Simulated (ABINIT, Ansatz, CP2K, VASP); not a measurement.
## One calculation of Cu, 4 ways

```xyz
5
Lattice="2.5308 0.0000 0.0000 -1.2654 2.1917 0.0000 0.0000 0.0000 23.2618" Properties=species:S:1:pos:R:3 pbc="T T T"
Cu    0.0000    0.0000    7.5000
Cu    0.0000    1.4611    9.5655
Cu    0.0000    0.0000   11.6309
Cu    1.2654    0.7306   13.6964
Cu    0.0000    0.0000   15.7618
```

Alike in all runs: functional PBE; k mesh 12 × 12 × 1; occupations fermi-dirac, width 0.05 eV; no spin polarisation; no spin-orbit coupling.

| program and potentials | plane-wave cutoff (eV) | notes | band gap (eV) | largest force (eV/Å) |
| --- | --- | --- | --- | --- |
| Ansatz, Ansatz PAW | 420 | 19 valence electrons an atom on average | ? | ? |
| ABINIT, JTH PAW PBE v2.0 | 707 | 19 valence electrons an atom on average | no gap | 0.173 |
| VASP, PBE PAW files Cu, 520 eV | 520 | 11 valence electrons an atom on average | no gap | 0.188 |
| CP2K, POTENTIAL_UZH Cu GTH-PBE-q11; TZVP-MOLOPT-PBE-GTH basis | - | atomic basis; 11 valence electrons an atom on average | no gap | 0.330 |

Task: Estimate from the other rows what the run with Ansatz, Ansatz PAW gave.

Result: No band gap; largest force 0.171 eV/Å. The other rows, which needn't bracket it: largest force 0.173 to 0.330.
